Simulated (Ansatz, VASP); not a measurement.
# HfO2 in VASP and in Ansatz

```
Hf O
1.0
     0.00000    2.84522    2.55750
     2.55750    0.00000    2.55750
     2.55750    2.84522    0.00000
Hf O
1 2
Direct
  0.00000 0.00000 0.00000
  0.25000 0.25000 0.25000
  0.75000 0.75000 0.75000
```

Change from the starting cell: strain +0.1125 x Voigt [0, 1, 0, 0, 0, 0], atoms carried along.

Alike in both runs: task single point; functional PBE; k mesh 8 × 8 × 8; occupations gaussian, width 0.05 eV; no spin polarisation.

```csv
,VASP,Ansatz
version,VASP 6.6.1,Ansatz 0.2.0
potentials or method,"VASP PAW PBE potentials, release 64 (Hf_pv, O)","scalar-relativistic, plane waves, PAW"
plane-wave cutoff (eV),520,420
valence electrons in the cell,22,38
```

|  | VASP | Ansatz | Ansatz less VASP |
| --- | --- | --- | --- |
| gap on the k mesh at the Fermi level (eV) | 2.18 | 2.20 | +0.019 |
| least direct gap on the mesh (eV) | 2.63 | 2.65 | +0.021 |
| pressure (GPa) | -24.5 | -22.0 | +2.53 |
| largest component of the traceless stress (GPa) | 28.79 | 28.45 | -0.334 |

With one functional, cell and mesh, what is left measures potentials, basis and numerics. The two sets of potentials don't hold the same shells in valence.

Caveats: so large a pressure means that the cell lies far from this level's equilibrium, or that cutoff or potentials fall short (VASP); spin-orbit coupling is left out, which moves the levels of the heavy elements. A k mesh can miss the band edges.
